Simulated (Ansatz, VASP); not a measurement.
## One calculation of KBr, two programs

File INCAR:

```
PREC     = Accurate       # precision mode
ENCUT    = 520            # plane-wave cutoff, eV
EDIFF    = 1E-7           # SCF threshold, eV
ISMEAR   = 0              # smearing method
SIGMA    = 0.05           # smearing width, eV
LREAL    = False          # projectors in reciprocal space
LASPH    = True           # aspherical terms in the spheres
NELM     = 60             # most SCF steps
ALGO     = Normal         # electronic algorithm
ISIF     = 2              # what is computed and relaxed
LWAVE    = False          # write WAVECAR
LCHARG   = False          # write CHGCAR
GGA      = PE             # functional
NBANDS   = 15             # bands
```

Contents of KPOINTS:

```
regular mesh
0
Gamma
  6 6 6
```

File POSCAR:

```
KBr
1.0
    4.0434990000      0.0000000000      0.0000000000
    0.0000000000      4.0434990000      0.0000000000
    0.0000000000      0.0000000000      3.8615415450
K Br
1 1
Direct
    0.0000000000      0.0000000000      0.0000000000
    0.5000000000      0.5000000000      0.5000000000
```

Input for Ansatz:

```yaml
crystal:
  lattice:
    - [4.043499, 0.0, 0.0]
    - [0.0, 4.043499, 0.0]
    - [0.0, 0.0, 3.861541545]
  atoms:
    - { symbol: K, position: [0.0, 0.0, 0.0] }
    - { symbol: Br, position: [0.5, 0.5, 0.5] }
basis:
  ecutwfc: 420
kpoints:
  mp_grid: { grid: [6, 6, 6] }
hamiltonian:
  xc: pbe
scf:
  occupations: { method: gaussian, width: 0.05 }
output:
  forces: true
  stress: true
  eigenvalues: true
```

Change from the starting cell: strain -0.0450 x Voigt [0, 0, 1, 0, 0, 0], atoms carried along.

Alike in both runs: task single point; functional PBE; k mesh 6 × 6 × 6; occupations gaussian, width 0.05 eV; no spin polarisation.

|  | VASP | Ansatz |
| --- | --- | --- |
| version | VASP 6.6.1 | Ansatz 0.2.0 |
| potentials or method | VASP PAW PBE potentials, release 64 (K_sv, Br) | scalar-relativistic, plane waves, PAW |
| plane-wave cutoff (eV) | 520 | 420 |
| valence electrons in the cell | 16 | 16 |

|  | VASP | Ansatz | Ansatz less VASP |
| --- | --- | --- | --- |
| gap on the k mesh at the Fermi level (eV) | 3.82 | 3.82 | +0.001 |
| least direct gap on the mesh (eV) | 4.06 | 4.06 | +0.001 |
| pressure (GPa) | 0.8 | 0.8 | -0.04 |
| largest component of the traceless stress (GPa) | 1.18 | 1.18 | +0.002 |

With one functional, cell and mesh, what is left measures potentials, basis and numerics.

A k mesh can miss the band edges.
